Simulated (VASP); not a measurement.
# SnSe₂: convergence, self-consistent run

SnSe₂, P-3m1 (no. 164), 3 atoms in the cell. PBE with D2; PAW potentials Sn_d, Se (PBE set). VASP 6.6.1.

Wanted: energy within 2 meV/atom; pressure within 0.1 GPa.

POSCAR:
```
SnSe2
1.0
    3.8110000000      0.0000000000      0.0000000000
   -1.9055000000      3.3004228138      0.0000000000
    0.0000000000      0.0000000000      6.1360000000
Sn Se
1 2
Direct
    0.0000000000      0.0000000000      0.0000000000
    0.6666666667      0.3333333333      0.7510000000
    0.3333333333      0.6666666667      0.2490000000
```

## Inputs of the D2 term

| Inputs of the D2 term | Energy less reference (meV/atom) | Pressure (GPa) | SCF iterations | Time (s) |
|---|---|---|---|---|
| default | 0.0 | 3.61 | 14 | 14 |
| VDW_RADIUS = 15 | 3.7 | 3.65 | 14 | 14 |
| VDW_RADIUS = 25 | 0.7 | 3.61 | 14 | 12 |
| VDW_RADIUS = 80 | -0.1 | 3.60 | 14 | 14 |
| VDW_S6 = 0.6 | 63.9 | 4.02 | 14 | 14 |
| VDW_D = 15.0 | -1.1 | 3.70 | 14 | 14 |
| VDW_D = 30.0 | -14.8 | 3.23 | 14 | 14 |
| VDW_C6 = 38.710 12.640, VDW_R0 = 1.804 1.771 | 0.0 | 3.61 | 14 | 14 |
| VDW_C6 = 46.452 15.168, VDW_R0 = 1.804 1.771 | -63.9 | 3.19 | 14 | 14 |
| VDW_C6 = 30.968 10.112, VDW_R0 = 1.804 1.771 | 63.9 | 4.02 | 14 | 14 |

Chosen: default; no other choice that stays within half of the tolerance saves 30 % of the time.

## The input

INCAR:
```
SYSTEM = SnSe2
PREC = Accurate ; ENCUT = 520
EDIFF = 1E-7 ; ISMEAR = 0
SIGMA = 0.02 ; LREAL = .False.
LASPH = .True. ; ALGO = Normal
NELM = 100 ; ISIF = 2
LWAVE = .False. ; LCHARG = .False.
IVDW = 1
```

KPOINTS:
```
k-points
0
Gamma
  6 6 3
```

Commands:
```
cat potpaw_PBE.64/Sn_d/POTCAR potpaw_PBE.64/Se/POTCAR > POTCAR
mpirun -np 1 vasp_std > vasp.out
```

The chosen input took VASP 6.6.1 14 s on 1 core (AMD EPYC 9R45 (Zen 5)), a shared host.
